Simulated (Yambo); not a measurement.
GaP: G0W0 quasiparticle levels with LDA

**The experiment to reproduce.**

From “Stacking defects in GaP nanowires: Electronic structure and optical properties”, 2018, arxiv:1810.01194, for a bulk crystal of GaP at 10 K: band gap 2.34 eV (indirect).

The system is GaP.

```
Ga P
1.0
     0.00000    2.72525    2.72525
     2.72525    0.00000    2.72525
     2.72525    2.72525    0.00000
Ga P
1 1
Direct
  0.00000 0.00000 0.00000
  0.75000 0.75000 0.75000
```

```yaml
Program: Yambo 5.3.0
Task: G0W0 quasiparticle levels
Functional: LDA
Potentials_or_basis: PseudoDojo 0.4.1 SR LDA standard
Cutoff: 1088 eV
Density_cutoff: 4354 eV
k_mesh: 6 × 6 × 6
Occupations: fixed
Spin: no spin polarisation
k_mesh_of_the_self-consistent_run: 8 × 8 × 8
Form_of_the_LDA: PW92
Random_integration_of_the_Coulomb_term: yes
Direction_of_the_field_or_of_q_to_0: x + y + z
Broadening: 0.1 eV
States_corrected: Γ and the k points of the band edges
Frequency_dependence_of_W: plasmon pole
Terminator_of_the_band_sum_in_the_self-energy: Bruneval-Gonze
Quasiparticle_equation: linearised (Newton)
Imaginary_frequency_of_the_plasmon-pole_fit: 27.2114 eV
Bands_in_the_response: 159
Bands_in_the_self-energy: 159
Cutoff_of_the_response_matrix: 6 Ry
Cutoff_of_exchange_and_Vxc: 80 Ry
Bands_corrected_first_last: "[7, 11]"
```

```json
{"Band gap on the k mesh, mean-field level": "1.50 eV, indirect (least direct gap 1.60 eV)", "Quasiparticle gap": "2.23 eV", "Least direct quasiparticle gap": "2.32 eV", "Quasiparticle gap at Γ": "2.32 eV", "Band gap of the same states before the correction": "1.50 eV"}
```

Quasiparticle terms (eV):
| k point | band | Kohn-Sham level | Vxc | Σx | Σc | Z | result |
| --- | --- | --- | --- | --- | --- | --- | --- |
| (0.000, 0.000, 0.000) | 7 | 0.00 | -12.77 | -14.32 | 0.86 | 0.79 | -0.54 |
| (0.000, 0.000, 0.000) | 8 | 0.00 | -12.77 | -14.32 | 0.85 | 0.79 | -0.55 |
| (0.000, 0.000, 0.000) | 9 | 0.00 | -12.77 | -14.32 | 0.86 | 0.79 | -0.55 |
| (0.000, 0.000, 0.000) | 10 | 1.60 | -12.62 | -8.41 | -3.99 | 0.79 | 1.78 |
| (0.000, 0.000, 0.000) | 11 | 3.80 | -11.18 | -6.99 | -4.09 | 0.79 | 3.88 |
| (0.000, 0.000, -0.500) | 7 | -6.71 | -11.40 | -15.98 | 3.57 | 0.73 | -7.45 |
| (0.000, 0.000, -0.500) | 8 | -1.13 | -12.30 | -14.50 | 1.33 | 0.78 | -1.80 |
| (0.000, 0.000, -0.500) | 9 | -1.13 | -12.30 | -14.50 | 1.33 | 0.78 | -1.81 |
| (0.000, 0.000, -0.500) | 10 | 1.50 | -11.77 | -7.72 | -3.82 | 0.80 | 1.69 |
| (0.000, 0.000, -0.500) | 11 | 4.64 | -10.80 | -6.03 | -4.47 | 0.79 | 4.87 |

It took 24 min on 1 thread of Arm Neoverse V1 (shared host).

Against the measured gap of GaP, 2.34 eV (indirect; 10 K; quoted in “Stacking defects in GaP nanowires: Electronic structure and optical properties”, 2018, arxiv:1810.01194), the calculated 2.23 eV is off by -0.11 eV. Spin-orbit coupling on Ga is left out. The value is that of G0W0 on LDA, without temperature or zero-point motion.

Caveat: the potentials hold a filled d shell without the s and p states of that shell, which can shift GW gaps by tenths of an eV, either way; this version prints the column dSc/dw multiplied by 27.2; the terminator is approximate in this version, by hundredths of an eV.
